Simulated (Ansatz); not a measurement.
# Convergence notes, G0W0 on BN (P6_3mc)

BN (started from an entry of an open crystallographic database), relaxed with r2SCAN; one-shot G0W0 in Ansatz without spin-orbit coupling. The values are computed, spin-unpolarised, and not measurements.

```
B N
1.0
     2.54395    0.00000    0.00000
    -1.27197    2.20312    0.00000
     0.00000    0.00000    4.20782
B N
2 2
Direct
  0.66667 0.33333 0.00020
  0.33333 0.66667 0.50020
  0.66667 0.33333 0.37480
  0.33333 0.66667 0.87480
```

Gaps are read over the mesh points alone. G0W0 values are finite-basis, finite-mesh values.
```json
{"start": "PBE", "potentials": "PAW", "frequency model": "contour deformation", "mesh": "6×6×4", "empty bands": "38", "screening cutoff (eV)": "80", "Kohn-Sham gap (eV)": "5.21", "G0W0 gap (eV)": "6.40", "rough cost": "25 core-seconds"}
{"start": "PBE", "potentials": "PAW", "frequency model": "contour deformation", "mesh": "6×6×4", "empty bands": "88", "screening cutoff (eV)": "140", "Kohn-Sham gap (eV)": "5.21", "G0W0 gap (eV)": "6.67", "rough cost": "80 core-seconds"}
{"start": "PBE", "potentials": "PAW", "frequency model": "contour deformation", "mesh": "6×6×4", "empty bands": "162", "screening cutoff (eV)": "210", "Kohn-Sham gap (eV)": "5.21", "G0W0 gap (eV)": "6.84", "rough cost": "5 core-minutes"}
{"start": "HSE06", "potentials": "PAW", "frequency model": "contour deformation", "mesh": "6×6×4", "empty bands": "88", "screening cutoff (eV)": "140", "Kohn-Sham gap (eV)": "6.53", "G0W0 gap (eV)": "7.17", "rough cost": "2.1 core-minutes"}
{"start": "LDA", "potentials": "PAW", "frequency model": "contour deformation", "mesh": "6×6×4", "empty bands": "88", "screening cutoff (eV)": "140", "Kohn-Sham gap (eV)": "4.98", "G0W0 gap (eV)": "6.65", "rough cost": "80 core-seconds"}
{"start": "r2SCAN", "potentials": "PAW", "frequency model": "contour deformation", "mesh": "6×6×4", "empty bands": "88", "screening cutoff (eV)": "140", "Kohn-Sham gap (eV)": "5.75", "G0W0 gap (eV)": "6.87", "rough cost": "100 core-seconds"}
{"start": "PBE", "potentials": "PAW", "frequency model": "Godby-Needs pole", "mesh": "6×6×4", "empty bands": "88", "screening cutoff (eV)": "140", "Kohn-Sham gap (eV)": "5.21", "G0W0 gap (eV)": "6.64", "rough cost": "80 core-seconds"}
{"start": "PBE", "potentials": "PAW", "frequency model": "contour deformation", "mesh": "9×9×4", "empty bands": "38", "screening cutoff (eV)": "80", "Kohn-Sham gap (eV)": "5.21", "G0W0 gap (eV)": "6.41", "rough cost": "90 core-seconds"}
{"start": "PBE", "potentials": "norm-conserving", "frequency model": "contour deformation", "mesh": "6×6×4", "empty bands": "88", "screening cutoff (eV)": "140", "Kohn-Sham gap (eV)": "5.19", "G0W0 gap (eV)": "6.67", "rough cost": "3 core-minutes"}
```

The quasiparticle gap on this mesh is 6.84 eV (Γ to K), against 5.21 eV from PBE: +1.63 eV. Renormalisation factors Z lie between 0.80 and 0.86.

Raising bands and cutoff together moves the gap by +0.27 eV (80 to 140 eV), then +0.17 eV (140 to 210 eV); the last step is still large, so the basis limit isn't reached. Starting from HSE06 (6.53 eV against PBE's 5.21 eV) gives 7.17 eV, +0.50 eV from G0W0@PBE at the same screening cutoff. Starting from LDA (4.98 eV against PBE's 5.21 eV) gives 6.65 eV, -0.02 eV from G0W0@PBE at the same screening cutoff. Starting from r2SCAN (5.75 eV against PBE's 5.21 eV) gives 6.87 eV, +0.20 eV from G0W0@PBE at the same screening cutoff. The Godby-Needs plasmon pole differs from contour deformation by -0.03 eV. A 9×9×4 mesh in place of 6×6×4 changes the opening over PBE by 0.00 eV (the gap on the mesh by +0.01 eV). Norm-conserving potentials (wave cutoff 1240 eV against 420 eV) shift the quasiparticle gap by 0.00 eV and the PBE gap by -0.02 eV. r2SCAN runs take a wave cutoff of 500 eV.
